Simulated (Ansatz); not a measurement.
K: computed DOS

```
K
1.0
    -2.61800    2.61800    2.61800
     2.61800   -2.61800    2.61800
     2.61800    2.61800   -2.61800
K
1
Direct
  0.00000 0.00000 0.00000
```

The structure is an experimental refinement, used without relaxation.

Level of theory: DFT, PBE, all-electron LAPW, scalar-relativistic in Ansatz 0.2.0.

Sampling and basis: a Γ-centred 10×10×10 k mesh, Fermi–Dirac smearing of 0.08 eV, basis error target 0.5 meV/atom, no spin polarisation.

States per eV and cell, averaged over 0.4 eV, from -2.2 to 2.8 eV, with energies (bin centres) from the Fermi level; empty bins are left out. 

| E (eV) | total |
| --- | --- |
| -2.1 | 0.08 |
| -1.7 | 0.28 |
| -1.3 | 0.40 |
| -0.9 | 0.51 |
| -0.5 | 0.62 |
| -0.1 | 0.74 |
| 0.3 | 0.96 |
| 0.7 | 0.96 |
| 1.1 | 1.18 |
| 1.5 | 1.58 |
| 1.9 | 1.28 |
| 2.3 | 1.29 |
| 2.7 | 1.49 |
